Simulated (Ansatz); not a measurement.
**Ga, fcc: geometry optimisation**

The calculation used DFT, PBE, plane waves (420 eV) with PAW, scalar-relativistic (Ansatz).

k-point mesh 13×13×13, Fermi-Dirac smearing 0.1 eV, no spin polarisation. Cell and atoms relax.

Starting structure:

```yaml
crystal:
  lattice:
    - [0.0, 2.1397919757, 2.1397919757]
    - [2.1397919757, 0.0, 2.1397919757]
    - [2.1397919757, 2.1397919757, 0.0]
  atoms:
    - { symbol: Ga, position: [0.0, 0.0, 0.0] }
hamiltonian:
  xc: pbe
  pseudopotentials:
    kind: paw
    azcp:
      Ga: "pseudopotentials/Ga.paw.azcp"
basis:
  ecutwfc: 420
  fft_grid_basis: typed
kpoints:
  mp_grid: { grid: [13, 13, 13], shift: [0, 0, 0] }
magnetization:
  spin_polarized: false
scf:
  occupations: { method: fermi_dirac, width: 0.1 }
relax:
  max_steps: 60
  f_tol: 0.01
  cell: {}
```

The pressure at the start is -1.5 GPa. By how much does the volume change?

From 19.59 to 18.98 Å³ per atom, -3.2 %. The final cell has a = 4.234 Å.

How much energy does the relaxation gain?

2.9 meV per atom.
